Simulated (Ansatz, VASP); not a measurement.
# Two plane-wave programs on HfC

Contents of INCAR:

```
SYSTEM = HfC
PREC = Accurate
ENCUT = 600
EDIFF = 1E-7
ISMEAR = -1
SIGMA = 0.05
LREAL = .FALSE.
LASPH = .TRUE.
NELM = 100
ALGO = Fast
ISIF = 3
LWAVE = .FALSE.
LCHARG = .FALSE.
GGA = PS
IVDW = 13
IBRION = 2
NSW = 40
EDIFFG = -0.005
```

KPOINTS

```
Automatic mesh
0
G
  10 10 10
  0 0 0
```

Contents of POSCAR:

```
HfC
1.0
    0.0000000000      2.3250000000      2.3250000000
    2.3250000000      0.0000000000      2.3250000000
    2.3250000000      2.3250000000      0.0000000000
Hf C
1 1
Direct
    0.5000000000      0.5000000000      0.5000000000
    0.0000000000      0.0000000000      0.0000000000
```

Contents of input.yaml:

```yaml
crystal:
  lattice:
    - [0.0, 2.325, 2.325]
    - [2.325, 0.0, 2.325]
    - [2.325, 2.325, 0.0]
  atoms:
    - { symbol: Hf, position: [0.5, 0.5, 0.5] }
    - { symbol: C, position: [0.0, 0.0, 0.0] }
hamiltonian:
  xc: pbesol
  pseudopotentials: { kind: paw }
  dispersion: d4
kpoints:
  mp_grid: { grid: [10, 10, 10] }
scf:
  occupations: { method: fermi_dirac, width: 0.05 }
output:
  forces: true
  stress: true
relax:
  f_tol: 0.01
  max_steps: 40
  cell: { stress_tol: 0.05 }
```

Alike in both runs: task relaxation of cell and atoms; functional PBEsol; dispersion D4; k mesh 10 × 10 × 10; occupations fermi-dirac, width 0.05 eV; no spin polarisation.

|  | VASP | Ansatz |
| --- | --- | --- |
| version | VASP 6.6.1 | Ansatz 0.2.0 |
| potentials or method | VASP PAW PBE potentials, release 64 (Hf_pv, C) | Ansatz PAW |
| plane-wave cutoff (eV) | 600 | 420 |
| valence electrons in the cell | 14 | 30 |

|  | VASP | Ansatz | Ansatz less VASP |
| --- | --- | --- | --- |
| relaxed volume (Å³/atom) | 12.11 | 12.12 | +0.018 |
| relaxed cell length with the largest relative difference (Å) | 3.247 | 3.249 | +0.0016 |
| energy change over the relaxation (meV/atom) | -13 | -12 | +1.3 |

The two sets of potentials don't hold the same shells in valence.

Caveats: the PAW data sets were made with another functional, which shifts forces and pressure a little (VASP); pairwise dispersion overbinds metals, which lowers pressure and volume (VASP); the plane-wave basis is chosen anew once the cell has moved, so the energies of steps on either side of that aren't comparable (Ansatz); the PAW data sets come from PBE, with cores solved anew for the run's functional, which leaves a small shift of forces and pressure (Ansatz). Spin-orbit coupling is left out, which matters for the levels of Hf.
